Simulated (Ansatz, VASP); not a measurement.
## Two plane-wave programs on SiC

```
Si C
1.0
     3.09199    0.00000    0.00386
    -1.54599    2.67774   -0.00193
     0.00634    0.00000    5.07376
Si C
2 2
Direct
  0.33333 0.66667 0.00456
  0.66667 0.33333 0.50456
  0.33333 0.66667 0.38044
  0.66667 0.33333 0.88044
```

Change from the starting cell: strain +0.0025 x Voigt [0, 0, 0, 0, 1, 0], atoms carried along.

Alike in both runs: task single point; functional PBE; k mesh 12 × 12 × 6; occupations gaussian, width 0.05 eV; no spin polarisation.

|  | VASP | Ansatz |
| --- | --- | --- |
| version | VASP 6.6.1 | Ansatz 0.2.0 |
| potentials or method | VASP PAW PBE potentials, release 64 (Si, C) | scalar-relativistic, plane waves, PAW |
| plane-wave cutoff (eV) | 520 | 420 |
| valence electrons in the cell | 16 | 16 |

VASP gave:

| Item | Value |
| --- | --- |
| gap on the k mesh at the Fermi level (eV) | 2.30 |
| least direct gap on the mesh (eV) | 3.94 |
| pressure (GPa) | 0.0 |
| largest component of the traceless stress (GPa) | 0.41 |
| rms of the force components (eV/Å) | 0.008 |

Problem. Which values does Ansatz return?

Solution. gap on the k mesh at the Fermi level (eV): 2.31; least direct gap on the mesh (eV): 3.94; pressure (GPa): 0.0; largest component of the traceless stress (GPa): 0.41; rms of the force components (eV/Å): 0.008.

Atom by atom the forces differ by 0.000 eV/Å (rms over components). With one functional, cell and mesh, what is left measures potentials, basis and numerics.

A k mesh can miss the band edges.
